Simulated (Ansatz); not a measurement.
# SiO2: the cost of one run

Method: DFT LDA, scalar-relativistic, plane waves, PAW, in Ansatz 0.2.0.

2 further runs of the same task are left out: 2 set aside as unsound or not needed.

**1. Starting point**

The structure is orthorhombic, space group Fddd (No. 70). The conventional cell has a = 4.694 Å, b = 9.397 Å, c = 14.684 Å, α = 90.00°, β = 90.00°, γ = 90.00°. Si (site symmetry 2) has 4 O at 1.60 to 1.61 Å in its first shell of neighbours. Around O (site symmetry -1) lie 2 Si at 1.60 Å. O (site symmetry 2) has 2 Si at 1.61 Å in its first shell of neighbours.

As a file:

```
Si O
1.0
     0.00000    4.69867    7.34197
     2.34715    0.00000    7.34197
     2.34715    4.69867    0.00000
Si O
4 8
Direct
  0.56308 0.56308 0.93692
  0.31308 0.31308 0.68692
  0.68692 0.68692 0.31308
  0.93692 0.93692 0.56308
  0.62500 0.12500 0.62500
  0.62500 0.62500 0.12500
  0.62500 0.62500 0.62500
  0.12500 0.62500 0.62500
  0.18564 0.81436 0.18564
  0.81436 0.18564 0.81436
  0.43564 0.06436 0.43564
  0.06436 0.43564 0.06436
```

It goes back to an entry of the Materials Project, which need not be the stable form.

This cell was relaxed beforehand with the same method: volume 13.50 Å³/atom, gap on the mesh 5.60 eV.

**2. Optical spectrum**

input.yaml

```yaml
crystal:
  lattice:
    - [0.0, 4.6986710264, 7.3419730999]
    - [2.3471506475, 0.0, 7.3419730999]
    - [2.3471506475, 4.6986710264, 0.0]
  atoms:
    - { symbol: Si, position: [0.5630813198, 0.5630813198, 0.9369186802] }
    - { symbol: Si, position: [0.3130813198, 0.3130813198, 0.6869186802] }
    - { symbol: Si, position: [0.6869186802, 0.6869186802, 0.3130813198] }
    - { symbol: Si, position: [0.9369186802, 0.9369186802, 0.5630813198] }
    - { symbol: O, position: [0.625, 0.125, 0.625] }
    - { symbol: O, position: [0.625, 0.625, 0.125] }
    - { symbol: O, position: [0.625, 0.625, 0.625] }
    - { symbol: O, position: [0.125, 0.625, 0.625] }
    - { symbol: O, position: [0.1856413953, 0.8143586047, 0.1856413953] }
    - { symbol: O, position: [0.8143586047, 0.1856413953, 0.8143586047] }
    - { symbol: O, position: [0.4356413953, 0.0643586047, 0.4356413953] }
    - { symbol: O, position: [0.0643586047, 0.4356413953, 0.0643586047] }
basis:
  ecutwfc: 420
kpoints:
  mp_grid: { grid: [6, 6, 6] }
hamiltonian:
  xc: lda
scf:
  occupations: { method: gaussian, width: 0.01 }
  n_extra_bands: 48
output:
  eigenvalues: true
  optics: { e_range: [0, 14], sigma: 0.1, nscf_kmesh: { grid: [10, 10, 10] } }
checkpoint:
  read: start.run
  write: ck
  compress: false
  write_wavefunctions: false
  write_every: 100000
```

Launch:

```
ansatz run input.yaml --threads 4 --pin off --max-ram 12288MiB --backend cpu --events-out ev --progress --plain --runs-dir out
```

Q: Estimate wall time and peak memory on 4 threads of Intel Xeon 6975P-C (Granite Rapids), shared host.

About 92 s, with a peak of 6.1 GiB.
